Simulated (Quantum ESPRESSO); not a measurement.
BN in Quantum ESPRESSO: the effect of functional

Crystal: BN.

```
CELL_PARAMETERS angstrom
0.00000 1.81300 1.81300
1.81300 0.00000 1.81300
1.81300 1.81300 0.00000
ATOMIC_POSITIONS crystal
N 0.25000 0.25000 0.25000
B 0.00000 0.00000 0.00000
```

The cell is a database's computed one.

Alike in all runs:

```yaml
Program: Quantum ESPRESSO 7.5
Task: phonons
Potentials_or_basis: PseudoDojo 0.4.1 SR PBE standard
Cutoff: 1143 eV
Density_cutoff: 4572 eV
k_mesh: 8 × 8 × 8, shifted
Occupations: fermi-dirac, width 0.05 eV
Spin: no spin polarisation
```

Each run relaxes the cell or the atoms first.

```tsv
functional	relaxed volume (Å³/atom)	dielectric constant (mean)	highest phonon frequency (cm⁻¹)
AM05	?	?	?
WC	5.89	4.57	1042
revPBE	5.97	4.54	1025
```

Question: What does the run with functional AM05 give?

Answer: Relaxed volume 5.86 Å³/atom; dielectric constant 4.58 mean; highest phonon frequency 1053 cm⁻¹.

Caveats: the potentials were made for another functional, which shifts forces and pressure.

Runs at the PBE level aren't shown here.
